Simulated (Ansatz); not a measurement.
Relaxation of a periodic cell of 23 atoms, Ca7F16 (host CaF2, host structure Fm-3m, one Ca atom removed), cell charge -1, to a largest force component of 0.03 eV/Å in at most 60 steps.

Computed with Ansatz, DFT PBEsol, scalar-relativistic, plane waves, PAW. Settings: PAW set soft_1, cutoff 420 eV, k mesh 2x2x2, gaussian smearing 0.05 eV, spin collinear.

```xyz
23
Lattice="0.0000 5.3043 5.3043 5.3043 0.0000 5.3043 5.3043 5.3043 0.0000" Properties=species:S:1:pos:R:3:forces:R:3
Ca -0.018 -0.043 -0.031 0.02 -0.07 0.15
F 1.344 1.335 1.305 -0.58 -0.01 -0.32
F 4.007 3.971 3.980 -0.21 0.14 -0.05
Ca 2.578 2.632 0.038 0.63 0.20 -0.38
F 3.908 3.935 1.370 0.33 0.29 -0.17
F 6.672 6.661 3.973 -0.51 0.27 0.31
F 3.976 1.347 4.008 0.53 0.14 0.16
F 6.645 3.979 6.610 -0.20 0.26 0.19
Ca 5.330 2.596 2.615 -0.43 0.52 0.31
F 6.629 4.047 3.979 -0.30 -0.60 0.26
F 9.341 6.597 6.598 -0.56 -0.28 0.20
Ca -0.013 2.600 2.574 0.22 0.20 0.59
F 1.316 3.983 3.911 0.04 0.03 0.28
F 3.931 6.645 6.629 0.58 0.07 -0.30
Ca 2.633 5.287 2.674 0.34 0.12 -0.17
F 4.000 6.641 4.006 -0.22 -0.15 -0.31
F 6.645 9.270 6.689 -0.45 -0.27 -0.77
Ca 2.663 2.646 5.290 -0.03 0.14 0.08
F 3.998 3.917 6.648 0.27 -0.04 -0.59
F 6.650 6.655 9.273 -0.09 -0.32 -0.09
Ca 5.323 5.319 5.283 -0.17 -0.02 0.10
F 6.611 6.638 6.628 0.38 -0.30 0.01
F 9.249 9.267 9.247 0.42 -0.32 0.50
```

**Question.** Where does it end, and by what steps?

**Answer.** It converged. Limits of this set-up: PAW files made for another functional, a small cell, in which the defect meets its images, a typed lattice constant that wasn't relaxed here, charged cell in a uniform background, uncorrected. After 2 steps the energy has fallen by 0.598 eV; F17 moved furthest, 0.18 Å.

```
step  energy less start (eV)  largest force component (eV/Å)  accepted
   0                  0.0000                           0.765       yes
   1                 -0.5368                           0.348       yes
   2                 -0.5979                           0.028       yes
```

```xyz
23
Lattice="0.0000 5.3043 5.3043 5.3043 0.0000 5.3043 5.3043 5.3043 0.0000" Properties=species:S:1:pos:R:3
Ca -0.001 -0.007 -0.007
F 1.249 1.393 1.245
F 3.957 3.991 3.952
Ca 2.651 2.644 -0.006
F 3.957 3.992 1.341
F 6.555 6.700 4.048
F 4.054 1.394 4.048
F 6.651 3.990 6.644
Ca 5.304 2.645 2.646
F 6.556 3.898 4.045
F 9.260 6.603 6.645
Ca -0.001 2.645 2.646
F 1.345 3.993 3.951
F 4.052 6.698 6.550
Ca 2.651 5.296 2.646
F 3.958 6.602 3.952
F 6.555 9.200 6.548
Ca 2.651 2.645 5.299
F 4.053 3.897 6.550
F 6.651 6.604 9.256
Ca 5.304 5.297 5.298
F 6.650 6.602 6.646
F 9.356 9.200 9.352
```

Whether the end is a true minimum wasn't checked by a vibrational analysis.

The run took 5.8 min on 4 threads of Arm Neoverse V1 (shared host), peak memory 2 GiB.
